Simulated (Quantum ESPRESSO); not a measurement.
The system is CdS (Hawleyite).

```xyz
2
Lattice="0.0000 2.9165 2.9165 2.9165 0.0000 2.9165 2.9165 2.9165 0.0000" Properties=species:S:1:pos:R:3 pbc="T T T"
Cd    0.0000    0.0000    0.0000
S     4.3748    4.3748    4.3748
```

* Program: Quantum ESPRESSO 7.5
* Task: phonons
* Functional: PBE
* Potentials or basis: GBRV 1.5 PBE
* Cutoff: 612 eV
* Density cutoff: 4898 eV
* k mesh: 4 × 4 × 4, shifted
* Occupations: fermi-dirac, width 0.05 eV
* Spin: no spin polarisation
* Target pressure: 25 GPa
* Mixing beta: 0.5
* Most SCF iterations: 120
* SCF threshold: 4e-10 Ry

The cell and the atoms were relaxed first at 25 GPa, to 20.10 Å³/atom (a = 3.845 Å, b = 3.845 Å, c = 3.845 Å, α = 60.00°, β = 60.00°, γ = 60.00°), and the response was taken there.

The first run showed a gap, so the response started from a second, tighter run with fixed occupations.

The run gives a transverse optical frequency of 337 cm⁻¹, an electronic dielectric constant of 6.19 and Born charges of ±1.92 e.

Q: What are the longitudinal frequency and the static dielectric constant?

A: The longitudinal mode lies at 378 cm⁻¹, 41 cm⁻¹ over the transverse one, and the static constant is 7.79. The two agree with the Lyddane-Sachs-Teller relation: (378/337)² = 1.26 and 7.79/6.19 = 1.26.

Caveat: the volume moved by over 15 % at a fixed basis, so the end points are rough; the cell is more than 3 GPa from zero pressure, which shifts response properties.
